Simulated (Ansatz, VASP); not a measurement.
# One calculation of C, two programs

```
C
1.0
     0.00000    1.69604    1.86785
     1.69604    0.00000    1.86785
     1.69604    1.69604    0.00000
C
2
Direct
  0.50000 0.50000 0.50000
  0.75000 0.75000 0.75000
```

Alike in both runs: task single point; functional LDA; k mesh 12 × 12 × 12; occupations gaussian, width 0.05 eV; no spin polarisation.

```csv
,VASP,Ansatz
version,VASP 6.6.1,Ansatz 0.2.0
potentials or method,"VASP PAW LDA potentials, release 64 (C)","scalar-relativistic, plane waves, PAW"
plane-wave cutoff (eV),520,520
valence electrons in the cell,8,8
```

```tsv
	VASP	Ansatz	Ansatz less VASP
gap on the k mesh at the Fermi level (eV)	3.02	3.02	+0.008
least direct gap on the mesh (eV)	4.83	4.83	-0.003
pressure (GPa)	13.9	12.1	-1.81
largest component of the traceless stress (GPa)	69.05	69.16	+0.112
```

Ansatz warned: «pseudo_functional_mismatch».
